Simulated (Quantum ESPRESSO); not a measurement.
Cu, 1 atom in the cell. Symmetry: Fm-3m, No. 225, cubic system. Conventional cell: a = 3.615 Å, b = 3.615 Å, c = 3.615 Å, α = 90.00°, β = 90.00°, γ = 90.00°. Around Cu (site symmetry m-3m) lie 12 Cu at 2.56 Å. 

| Quantity | Value |
| --- | --- |
| Program | Quantum ESPRESSO 7.5 |
| Task | band structure |
| Functional | PBE |
| Potentials or basis | Ansatz NC SR PBE |
| Cutoff | 1252 eV |
| Density cutoff | 5007 eV |
| k mesh | 13 × 13 × 13 |
| Occupations | fermi-dirac, width 0.05 eV |
| Spin | no spin polarisation |
| Mixing beta | 0.5 |
| Most SCF iterations | 120 |
| SCF threshold | 2e-10 Ry |

Potentials or basis: Ansatz NC SR PBE.

The run is started by

```console
$ OMP_NUM_THREADS=1 pw.x -in pw.in > pw.out
$ OMP_NUM_THREADS=1 pw.x -in bands.in > bands.out
```

Hardware: 1 thread of Arm Neoverse V2, with other jobs on the host.

Task: Estimate the wall time of this run.

Result: Run time: 29 s on 1 thread of Arm Neoverse V2, with other jobs on the host, peak memory 0.09 GiB. Counts: scf iterations 11, k pools 1, bands 16, k points 84, g dense 9505.
